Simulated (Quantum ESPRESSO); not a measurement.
**NbP under changes of volume**

One of the cells (16.103 Å³/atom); the others are scaled copies at fixed shape and fractional positions:

```
Nb P
1.0
    -1.67492    1.67492    5.74011
     1.67492   -1.67492    5.74011
     1.67492    1.67492   -5.74011
Nb P
2 2
Direct
  0.24988 0.74988 0.50000
  0.49988 0.49988 0.00000
  0.83275 0.33275 0.50000
  0.08275 0.08275 0.00000
```

The cell is a database's computed one.

| Item | Value |
| --- | --- |
| Program | Quantum ESPRESSO 7.5 |
| Functional | PBEsol |
| Potentials or basis | GBRV 1.5 PBEsol |
| Cutoff | 612 eV |
| Density cutoff | 4898 eV |
| k mesh | 11 × 11 × 11 |
| Occupations | fermi-dirac, width 0.05 eV |
| Spin | no spin polarisation |

```tsv
volume (Å³/atom)	energy over the lowest point (meV/atom)	pressure (GPa)
15.137	7.25	5.8
15.459	0.00	1.1
15.781	1.57	-3.0
16.103	11.07	-6.7
16.425	27.66	-10.1
16.747	50.61	-13.0
17.069	?	?
```

What does the run at 17.069 Å³/atom give?

Energy over the lowest point 79.26 meV/atom; pressure -15.7 GPa.

Worked out: A Birch-Murnaghan fit of order 3 (a polynomial in V^(-2/3)) to the other rows has its minimum at 15.56 Å³/atom with B0 = V·E''(V) = 205 GPa and B' = 4.3 at fixed shape and positions, which overstates the stiffness. It gives 79.27 meV/atom at 17.069 Å³/atom, against the run's 79.26, and -dE/dV = -15.6 GPa, against -15.7.

Energies are extrapolated to zero smearing.
